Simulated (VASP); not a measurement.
Input of a VASP 6.6.1 run:

The input INCAR:

```
SYSTEM = Al8P7
ALGO = Fast ; EDIFF = 1E-6
ENCUT = 520 ; GGA = PE
ISIF = 2 ; ISMEAR = 0
LASPH = .TRUE. ; LCHARG = .TRUE.
LELF = .TRUE. ; LREAL = Auto
LVHAR = .TRUE. ; LWAVE = .FALSE.
NBANDS = 42 ; NELM = 100
PREC = Accurate ; SIGMA = 0.1
```

The input KPOINTS:

```
k-points
0
G
  2 2 2
  0 0 0
```

POSCAR

```
Al8P7
1.0
    0.0000000000      5.4279060000      5.4279060000
    5.4279060000      0.0000000000      5.4279060000
    5.4279060000      5.4279060000      0.0000000000
Al P
8 7
Direct
    0.0112835410     -0.0105285537      0.0100219127
   -0.0224639115     -0.0223673733      0.5363156621
    0.0538945405      0.4480774907      0.0502332760
   -0.0224208009      0.5087074095      0.5362368103
    0.5374825025     -0.0227484595     -0.0231860132
    0.4887374616      0.0119856534      0.4875707133
    0.5376089785      0.5087672852     -0.0232238731
    0.4551376719      0.5449161242      0.4553174834
    0.1549795630      0.0782956632      0.1538498456
    0.1111523486      0.1261386067      0.6367819376
    0.1550556513      0.6131190371      0.1538083931
    0.6380539751      0.1261097742      0.1100391201
    0.5988095593      0.1659584746      0.5980562302
    0.8396661622      0.6616113101     -0.1626271715
    0.5988553413      0.6374468349      0.5980202126
```

Potentials or basis: VASP PAW PBE potentials, release 64 (Al, P).

The run is started by

```bash
$ cat potpaw_PBE.64/Al/POTCAR potpaw_PBE.64/P/POTCAR > POTCAR
$ mpirun -np 1 vasp_std > vasp.out
```

Question: What does it give for the band gap on the k mesh?

Answer: None (metal or under the smearing width).

Question: Predict the largest force.

Answer: 0.052 eV/Å.

Forces in eV/Å, atoms in the order of the input:
```
Al   0.000 -0.034  0.000
Al   0.012 -0.004  0.018
Al  -0.002  0.007  0.001
Al  -0.016 -0.004 -0.012
Al   0.014 -0.005  0.010
Al   0.001  0.010 -0.002
Al  -0.011 -0.006 -0.015
Al   0.002 -0.052 -0.002
P   -0.002  0.036 -0.001
P    0.000 -0.008 -0.001
P    0.001  0.036  0.002
P   -0.001 -0.012  0.001
P   -0.021  0.026 -0.020
P    0.002 -0.017 -0.001
P    0.020  0.026  0.020
```

Caveat: the k mesh is coarse (spacing up to 0.50 Å⁻¹), so the values aren't converged.
